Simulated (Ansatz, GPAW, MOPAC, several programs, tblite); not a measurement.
# What cheap methods get right for PbO2 (a single layer)

How much accuracy does each second buy? PbO2 as a single layer in vacuum is computed with 9 methods, from the cheapest up to r2SCAN.

Program: MOPAC, tblite, GPAW, Ansatz (versions at each run). Level of theory: no spin polarisation, static lattice; gaps from single points on the cell relaxed beforehand with r²SCAN. These are calculated values, not measurements.

**1. Starting point**

The structure is trigonal, space group P-3m1 (No. 164). Conventional cell: a = 3.369 Å, b = 3.369 Å, c = 28.789 Å, α = 90.00°, β = 90.00°, γ = 120.00°. Pb (site symmetry -3m) has 6 O at 2.21 Å as nearest neighbours. O (site symmetry 3m) has 3 Pb at 2.21 Å as nearest neighbours.

Coordinates:

```cif
data_structure
_symmetry_space_group_name_H-M 'P-3m1'
_symmetry_Int_Tables_number 164
_cell_length_a 3.3690
_cell_length_b 3.3690
_cell_length_c 28.7888
_cell_angle_alpha 90.000
_cell_angle_beta 90.000
_cell_angle_gamma 120.000
_cell_volume 282.98
loop_
_atom_site_label
_atom_site_type_symbol
_atom_site_symmetry_multiplicity
_atom_site_Wyckoff_symbol
_atom_site_fract_x
_atom_site_fract_y
_atom_site_fract_z
_atom_site_occupancy
Pb1 Pb 1 a 0.00000 0.00000 0.00000 1
O1 O 2 d 0.33333 0.66667 0.03613 1
```

The cell holds a single layer (1T monolayer) with vacuum along c; the form is built, and need not be the compound's stable one.

**Question.** The methods are PM6, PM7, GFN1-xTB (tblite), GFN2-xTB (tblite), PBE/single-zeta, coarse PBE, GLLB-SC, PBE, r2SCAN. What gap does r2SCAN give on this cell, and which other methods (full PBE left aside) come nearest to r2SCAN and farthest in gap?

| quantity | value |
| --- | --- |
| r2SCAN | gap 1.73 eV |
| gap: nearest and farthest of the other methods | GFN1-xTB (tblite) (+0.28 eV), PM6 (+4.46 eV) |

In words: Among the 7 methods compared for the gap (full PBE left aside), GFN1-xTB (tblite) is nearest to r2SCAN and PM6 farthest. A minimal basis or a coarse cutoff and mesh shifts results by its own error, so closeness to r2SCAN can be chance. Cluster runs see only the k-points that fold onto the zone centre, so their gaps can miss the band edges. GLLB-SC is compared with its derivative discontinuity added. CPU times run from 0.38 s (PM7) to 30 s (GLLB-SC). On this cell GLLB-SC cost more than r2SCAN itself (19 s), so it is no saving here. r2SCAN is a yardstick, not the truth: it usually gives gaps below the measured ones. Spin-orbit coupling is left out throughout.
